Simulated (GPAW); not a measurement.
# GaSb in GPAW: convergence with bands over the usual count

Input of the first run (bands over the usual count 0.72); the others differ in this setting and in those tied to it:

Contents of run.py:

```python
from ase.dft.bandgap import bandgap
from ase.io import read, write
from ase.units import GPa
from gpaw import GPAW, PW

atoms = read('POSCAR')

calc = GPAW(mode=PW(600),
            xc='MGGA_X_R2SCAN+MGGA_C_R2SCAN',
            kpts={'size': (6, 6, 6), 'gamma': True},
            occupations={'name': 'fermi-dirac', 'width': 0.05},
            nbands=13,
            convergence={'density': 1e-05, 'energy': 1e-05},
            maxiter=100,
            txt='gpaw.txt')
atoms.calc = calc
energy = atoms.get_potential_energy()
forces = atoms.get_forces()
stress = atoms.get_stress()
calc.write('gs.gpw')
write('result.traj', atoms)
print(f'Energy: {energy:.6f} eV')
print('Forces (eV/A):')
print(forces.round(4))
print('Stress (GPa):', (stress / GPa).round(3))
print('Fermi level:', round(calc.get_fermi_level(), 4), 'eV')
print(f'Gap: {bandgap(calc)[0]:.4f} eV, direct: {bandgap(calc, direct=True)[0]:.4f} eV')
```

POSCAR

```
GaSb
1.0
   -2.7534340000      2.7534340000      1.5907070000
    2.7534340000     -2.7534340000      1.5907070000
    2.7534340000      2.7534340000     -1.5907070000
Sb Ga
1 1
Direct
    0.0000000000      0.0000000000      0.0000000000
    0.7500000000      0.2500000000      0.5000000000
```

Potentials or basis: GPAW PAW data sets (gpaw-data 1.2.1), pw.

Run with:

```console
$ OMP_NUM_THREADS=1 python run.py
```

Measurements of this composition are mostly on another form, of space group No. 216.

Hardware: 1 thread of Arm Neoverse V1, with other jobs on the host.

| bands over the usual count | energy less the tightest run, at zero smearing (meV/atom) | SCF cycles | CPU time (s) | peak memory (GiB) |
| --- | --- | --- | --- | --- |
| 0.72 | 0.00 | 16 | 73 | 0.29 |
| 0.8 | 0.00 | 16 | 78 | 0.29 |
| 0.9 | 0.00 | 15 | 83 | 0.29 |
| 1 | 0.00 | 15 | 96 | 0.29 |
| 1.3 | 0.00 | 15 | 120 | 0.29 |
| 1.7 | 0.00 | 15 | 150 | 0.3 |
| 2.5 | 0.00 | 16 | 240 | 0.31 |

Against the tightest run, the energy stays within 1 meV/atom from 0.72 on. The tightest run that finished is the yardstick and may itself not be fully converged.

Caveat, for the tightest run too: the k mesh is coarse (spacing up to 0.38 Å⁻¹), so the values aren't converged; the PAW data sets were made with another functional, which shifts forces and pressure a little. Spin-orbit coupling is left out, which matters for the levels of Sb.
